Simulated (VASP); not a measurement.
# Nb (Fm-3m) in VASP: further runs, part 2 of 4

VASP 6.6.1. The steps go on from the part before.

## 4. Equation of state, PBE, 17.79 Å³/atom (volume scaled by 0.94)

INCAR

```
ALGO     = Normal         # electronic algorithm
EDIFF    = 1E-7           # SCF threshold, eV
ENCUT    = 520            # plane-wave cutoff, eV
GGA      = PE             # functional
ISIF     = 2              # what is computed and relaxed
ISMEAR   = -1             # smearing method
LASPH    = True           # aspherical terms in the spheres
LCHARG   = False          # write CHGCAR
LREAL    = False          # projectors in reciprocal space
LWAVE    = False          # write WAVECAR
NBANDS   = 12             # bands
NELM     = 60             # most SCF steps
PREC     = Accurate       # precision mode
SIGMA    = 0.05           # smearing width, eV
```

KPOINTS

```
k-points
0
Gamma
  11 11 11
```

POSCAR

```
Nb
1.0
    0.0000000000      2.0718246199      2.0718246199
    2.0718246199      0.0000000000      2.0718246199
    2.0718246199      2.0718246199      0.0000000000
Nb
1
Direct
    0.0000000000      0.0000000000      0.0000000000
```

Potentials or basis: VASP PAW PBE potentials, release 64 (Nb_sv).

Launch:

```console
cat potpaw_PBE.64/Nb_sv/POTCAR > POTCAR
mpirun -np 1 vasp_std > vasp.out
```

OUTCAR:

```text
EDIFF = 1E-7
   ENCUT = 520
   GGA = PE
   ISIF = 2
   ISMEAR = -1
   LASPH = True
   LREAL = False
   NELM = 60
   PREC = Accurate

 ion  position               nearest neighbor table
   1  0.000  0.000  0.000-

  LATTYP: Found a face centered cubic cell.
 ALAT       =     4.1436492398

  Lattice vectors:

 A1 = (   0.0000000000,   2.0718246199,   2.0718246199)
 A2 = (   2.0718246199,   0.0000000000,   2.0718246199)
 A3 = (   2.0718246199,   2.0718246199,   0.0000000000)

Analysis of symmetry for initial positions (statically):
=====================================================================
 Subroutine PRICEL returns:
 Original cell was already a primitive cell.

 Routine SETGRP: Setting up the symmetry group for a
 face centered cubic supercell.

 Subroutine GETGRP returns: Found 48 space group operations
 (whereof 48 operations were pure point group operations)
 out of a pool of 48 trial point group operations.

The static configuration has the point symmetry O_h .

Analysis of symmetry for dynamics (positions and initial velocities):
=====================================================================
 Subroutine PRICEL returns:
 Original cell was already a primitive cell.

 Routine SETGRP: Setting up the symmetry group for a
 face centered cubic supercell.

 Subroutine GETGRP returns: Found 48 space group operations
 (whereof 48 operations were pure point group operations)
 out of a pool of 48 trial point group operations.

The dynamic configuration has the point symmetry O_h .

 Subroutine INISYM returns: Found 48 space group operations
 (whereof 48 operations are pure point group operations),
 and found     1 'primitive' translations

----------------------------------------------------------------------------------------

                                     Primitive cell

  volume of cell :      17.7864

  direct lattice vectors                    reciprocal lattice vectors
[... 139 lines left out ...]
   IVDW    =     0    specifies the selected vdW correction
   LEPSILON=     F    determine dielectric tensor
   LRPA    =     F    only Hartree local field effects (RPA)
 non-spin polarized calculation
  energy-cutoff  :      520.00
  volume of cell :       17.79
 maximum number of plane-waves:       531
 NGX is ok and might be reduce to    24
   NGX = 11   NGY = 11   NGZ = 11

 number of electron      13.0000000 magnetization

 Free energy of the ion-electron system (eV)
  ---------------------------------------------------
  ext. energy  EPLUGINS =         0.00000000
  ---------------------------------------------------
  free energy    TOTEN  =        -9.87693668 eV

  energy without entropy =       -9.86571134  energy(sigma->0) =       -9.87132401

 E-fermi :  11.7451     XC(G=0): -12.5664

 val. band max:       11.7303701317   @ k =  -0.3636   0.4545   0.1818
 cond. band min:      11.7998803693   @ k =   0.0000   0.0000   0.0000
 fundamental gap:      0.0695102377
 Fermi energy:        11.7450985247

 k-point     1 :       0.0000    0.0000    0.0000
  band No.  band energies     occupation
      1     -42.9985      2.00000
      2     -18.2784      2.00000
      3     -18.2784      2.00000
      4     -18.2784      2.00000
      5       5.3795      2.00000
      6      11.7999      0.50112
      7      11.7999      0.50111
      8      11.7999      0.50111
      9      14.5954      0.00000
     10      14.5954      0.00000
     11      23.6044      0.00000
     12      28.6222      0.00000
[... 571 lines left out ...]
 k-point    40 :      -0.4545    0.1818    0.0909
  band No.  band energies     occupation
      1     -42.7389      2.00000
      2     -19.5602      2.00000
      3     -18.6787      2.00000
      4     -18.5168      2.00000
      5       8.4711      2.00000
      6      10.5859      2.00000
      7      12.0461      0.00485
      8      12.3944      0.00000
      9      16.3321      0.00000
     10      18.3182      0.00000
     11      22.5727      0.00000
     12      25.3137      0.00000

 [... further k-points ...]

------------------------ aborting loop because EDIFF is reached ----------------------------------------

  FORCE on cell =-STRESS in cart. coord.  units (eV):
  Direction    XX          YY          ZZ          XY          YZ          ZX
  --------------------------------------------------------------------------------------
  -------------------------------------------------------------------------------------
  Total        0.9780376      0.9780376      0.9780376     -0.0000000     -0.0000000      0.0000000
  in kB       88.1002530     88.1002530     88.1002530     -0.0000000     -0.0000000      0.0000000
  external PRESSURE =      88.1002530 kB  Pullay stress =       0.0000000 kB

 VOLUME and BASIS-vectors are now :
 -----------------------------------------------------------------------------
  energy-cutoff  :      520.00
  volume of cell :       17.79
      direct lattice vectors                 reciprocal lattice vectors
     0.000000000  2.071824620  2.071824620    -0.241333168  0.241333168  0.241333168
     2.071824620  0.000000000  2.071824620     0.241333168 -0.241333168  0.241333168
     2.071824620  2.071824620  0.000000000     0.241333168  0.241333168 -0.241333168

 POSITION                                       TOTAL-FORCE (eV/Angst)
 -----------------------------------------------------------------------------------
      0.00000      0.00000      0.00000         0.000000      0.000000     -0.000000
 -----------------------------------------------------------------------------------
    total drift:                                0.000000     -0.000000     -0.000000

  FREE ENERGIE OF THE ION-ELECTRON SYSTEM (eV)
  ---------------------------------------------------
  free  energy   TOTEN  =        -9.8769366805 eV

  energy  without entropy=       -9.8657113359  energy(sigma->0) =       -9.87132401
```

It took 9 s on 1 thread of Intel Xeon Platinum 8488C (Sapphire Rapids), shared host; peak memory 0.14 GiB.

What came out:

| Property | Result |
| --- | --- |
| Free energy | -9.8769 eV |
| Pressure | 8.8 GPa |
| Band gap on the k mesh | none (metal or under the smearing width) |

## 5. Equation of state, PBE, 18.16 Å³/atom (volume scaled by 0.96)

INCAR

```
PREC = Accurate ; ENCUT = 520
EDIFF = 1E-7 ; ISMEAR = -1
SIGMA = 0.05 ; LREAL = F
LASPH = T ; NELM = 60
ALGO = Normal ; ISIF = 2
LWAVE = F ; LCHARG = F
GGA = PE ; NBANDS = 12
```

KPOINTS

```
Automatic mesh
0
Gamma
  11 11 11
```

POSCAR

```
Nb
1.0
    0.0000000000      2.0864154149      2.0864154149
    2.0864154149      0.0000000000      2.0864154149
    2.0864154149      2.0864154149      0.0000000000
Nb
1
Direct
    0.0000000000      0.0000000000      0.0000000000
```

Launch:

```console
cat potpaw_PBE.64/Nb_sv/POTCAR > POTCAR
mpirun -np 1 vasp_std > vasp.out
```

Wall time 11 s (1 thread of Intel Xeon Platinum 8488C (Sapphire Rapids), shared host); peak memory 0.14 GiB.

It converged, with:

```yaml
Free_energy: -9.8932 eV
Pressure: 4.8 GPa
Band_gap_on_the_k_mesh: none (metal or under the smearing width)
```

## 6. Equation of state, PBE, 18.54 Å³/atom (volume scaled by 0.98)

INCAR

```
SYSTEM = Nb
PREC     = Accurate       ! precision mode
ENCUT    = 520            ! plane-wave cutoff, eV
EDIFF    = 1E-7           ! SCF threshold, eV
ISMEAR   = -1             ! smearing method
SIGMA    = 0.05           ! smearing width, eV
LREAL    = .False.        ! projectors in reciprocal space
LASPH    = .True.         ! aspherical terms in the spheres
NELM     = 60             ! most SCF steps
ALGO     = Normal         ! electronic algorithm
ISIF     = 2              ! what is computed and relaxed
LWAVE    = .False.        ! write WAVECAR
LCHARG   = .False.        ! write CHGCAR
GGA      = PE             ! functional
NBANDS   = 12             ! bands
```

KPOINTS

```
regular mesh
0
Gamma
  11 11 11
  0 0 0
```

POSCAR

```
Nb
1.0
    0.0000000000      2.1008049414      2.1008049414
    2.1008049414      0.0000000000      2.1008049414
    2.1008049414      2.1008049414      0.0000000000
Nb
1
Direct
    0.0000000000      0.0000000000      0.0000000000
```

Potentials or basis: VASP PAW PBE potentials, release 64 (Nb_sv).

Launch:

```console
cat potpaw_PBE.64/Nb_sv/POTCAR > POTCAR
mpirun -np 1 vasp_std > vasp.out
```

It took 9.4 s on 1 thread of Intel Xeon Platinum 8488C (Sapphire Rapids), shared host; peak memory 0.14 GiB.

The run converged. Its results:

```
Free energy            : -9.9004 eV
Pressure               : 1.2 GPa
Band gap on the k mesh : none (metal or under the smearing width)
```

## 7. Equation of state, PBE, 19.30 Å³/atom (volume scaled by 1.02)

INCAR

```
PREC = Accurate
ENCUT = 520
EDIFF = 1E-7
ISMEAR = -1
SIGMA = 0.05
LREAL = False
LASPH = True
NELM = 100
ALGO = Normal
ISIF = 2
LWAVE = False
LCHARG = False
GGA = PE
NBANDS = 12
```

KPOINTS

```
regular mesh
0
Gamma
  11 11 11
```

POSCAR

```
Nb
1.0
    0.0000000000      2.1290070307      2.1290070307
    2.1290070307      0.0000000000      2.1290070307
    2.1290070307      2.1290070307      0.0000000000
Nb
1
Direct
    0.0000000000      0.0000000000      0.0000000000
```

Launch:

```console
cat potpaw_PBE.64/Nb_sv/POTCAR > POTCAR
mpirun -np 1 vasp_std > vasp.out
```

Wall time 8.8 s (1 thread of Intel Xeon Platinum 8488C (Sapphire Rapids), shared host); peak memory 0.14 GiB.

The run converged. Its results:

* Free energy: -9.8909 eV
* Pressure: -5.1 GPa
* Band gap on the k mesh: none (metal or under the smearing width)

## 8. Equation of state, PBE, 19.68 Å³/atom (volume scaled by 1.04)

INCAR

```
ALGO = Normal ; EDIFF = 1E-7
ENCUT = 520 ; GGA = PE
ISIF = 2 ; ISMEAR = -1
LASPH = T ; LCHARG = F
LREAL = F ; LWAVE = F
NBANDS = 12 ; NELM = 100
PREC = Accurate ; SIGMA = 0.05
```

KPOINTS

```
k-points
0
Gamma
  11 11 11
```

POSCAR

```
Nb
1.0
    0.0000000000      2.1428321391      2.1428321391
    2.1428321391      0.0000000000      2.1428321391
    2.1428321391      2.1428321391      0.0000000000
Nb
1
Direct
    0.0000000000      0.0000000000      0.0000000000
```

Launch:

```console
cat potpaw_PBE.64/Nb_sv/POTCAR > POTCAR
mpirun -np 1 vasp_std > vasp.out
```

It took 10 s on 1 thread of Intel Xeon Platinum 8488C (Sapphire Rapids), shared host; peak memory 0.13 GiB.

It converged, with:

```
Free energy            : -9.8758 eV
Pressure               : -7.8 GPa
Band gap on the k mesh : none (metal or under the smearing width)
```

## 9. Equation of state, PBE, 20.06 Å³/atom (volume scaled by 1.06)

INCAR

```
PREC = Accurate
ENCUT = 520
EDIFF = 1E-7
ISMEAR = -1
SIGMA = 0.05
LREAL = F
LASPH = T
NELM = 100
ALGO = Normal
ISIF = 2
LWAVE = F
LCHARG = F
GGA = PE
NBANDS = 12
```

KPOINTS

```
regular mesh
0
Gamma
  11 11 11
```

POSCAR

```
Nb
1.0
    0.0000000000      2.1564811194      2.1564811194
    2.1564811194      0.0000000000      2.1564811194
    2.1564811194      2.1564811194      0.0000000000
Nb
1
Direct
    0.0000000000      0.0000000000      0.0000000000
```

Potentials or basis: VASP PAW PBE potentials, release 64 (Nb_sv).

Launch:

```console
cat potpaw_PBE.64/Nb_sv/POTCAR > POTCAR
mpirun -np 1 vasp_std > vasp.out
```

Run time: 12 s. Hardware: 1 thread of Intel Xeon Platinum 8488C (Sapphire Rapids), shared host; peak memory 0.14 GiB.

The run converged. Its results:

- Free energy: -9.8548 eV
- Pressure: -10.2 GPa
- Band gap on the k mesh: none (metal or under the smearing width)

## 10. Equation of state, PBE

Potentials or basis: VASP PAW PBE potentials, release 64 (Nb_sv).

No new run: the results of the series are fitted here.

What came out:

```yaml
Equilibrium_volume: 18.68 Å³/atom
Bulk_modulus: 165 GPa
Pressure_derivative_of_the_bulk_modulus: 4.1
```

Energy against volume, from the lowest point:
```tsv
volume (Å³/atom)	energy (meV/atom)
17.786	23.42
18.165	7.19
18.543	0.00
18.922	1.02
19.300	9.43
19.679	24.51
20.057	45.60
```

(Continued in part 3 of 4.)
